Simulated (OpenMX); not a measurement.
The system is WC.

```
W C
1.0
     3.10092    0.00000    0.00000
     1.55046    2.68548    0.00000
     1.55046    0.89516    2.53189
W C
1 1
Direct
  0.00000 0.00000 0.00000
  0.50000 0.50000 0.50000
```

Measurements of this composition are mostly on another form, of space group No. 187.

Base run:

| Property | Result |
| --- | --- |
| Program | OpenMX 3.8.5 |
| Functional | PBE |
| Potentials or basis | OpenMX 2013 PBE set, W7.0-s3p2d2f1, C6.0-s2p2d1, grid cutoff 400 Ry |
| k mesh | 7 × 7 × 7 |
| Occupations | fermi-dirac, width 0.05 eV |
| Spin | no spin polarisation |

Its results: band gap on the k mesh none (metal or under the smearing width); pressure -1.2 GPa.

Task: The run is repeated on the same cell with these changes: dispersion from none to D3(BJ). What comes out?

Result: Band gap on the k mesh none (metal or under the smearing width); pressure -8.4 GPa.

Dispersion adds attraction, which lowers the pressure at fixed volume and, as a term added to the energy, leaves the levels alone.

Caveats: the basis of atomic orbitals isn't converged, which shifts pressures, moduli and gaps; pairwise dispersion overbinds metals, which lowers pressure and volume (some runs).
